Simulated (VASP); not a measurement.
Input of a VASP 6.6.1 run:

Contents of INCAR:

```
SYSTEM = Cu
ALGO = Fast ; DIPOL = 0.5 0.5 0.500
EDIFF = 1E-7 ; ENCUT = 520
GGA = PE ; IDIPOL = 3
ISIF = 2 ; ISMEAR = 0
LASPH = .True. ; LCHARG = .True.
LDIPOL = .True. ; LELF = .True.
LREAL = .False. ; LVACPOTAV = .True.
LVHAR = .True. ; LWAVE = .False.
NELM = 60 ; PREC = Accurate
SIGMA = 0.05
```

Contents of KPOINTS:

```
k-points
0
Gamma
  12 12 1
  0 0 0
```

POSCAR

```
Cu
1.0
    2.5340966698      0.0000000000      0.0000000000
   -1.2670483349      2.1945920917      0.0000000000
    0.0000000000      0.0000000000     25.2814275000
Cu
6
Direct
    0.6666666700      0.3333333400      0.2966604635
    0.3333333300      0.6666666600      0.3779962781
    0.6666666700      0.3333333400      0.4593320927
    0.3333333300      0.6666666600      0.5406679073
    0.6666666700      0.3333333400      0.6220037219
    0.3333333300      0.6666666600      0.7033395365
```

Potentials or basis: VASP PAW PBE potentials, release 64 (Cu).

Command:

```console
$ cat potpaw_PBE.64/Cu/POTCAR > POTCAR
$ mpirun -np 1 vasp_std > vasp.out
```

Task: What does it give for the work function of the upper face?

Result: 4.64 eV.

Task: What does it give for the work function of the lower face?

Result: 4.64 eV.

Task: What does it give for the band gap on the k mesh?

Result: None (metal or under the smearing width).

Task: Predict the largest force.

Result: 0.172 eV/Å.

Forces on the atoms (eV/Å):
```
Cu   0.000  0.000 -0.172
Cu   0.000  0.000 -0.059
Cu   0.000  0.000  0.001
Cu   0.000  0.000 -0.001
Cu   0.000  0.000  0.059
Cu   0.000  0.000  0.172
```
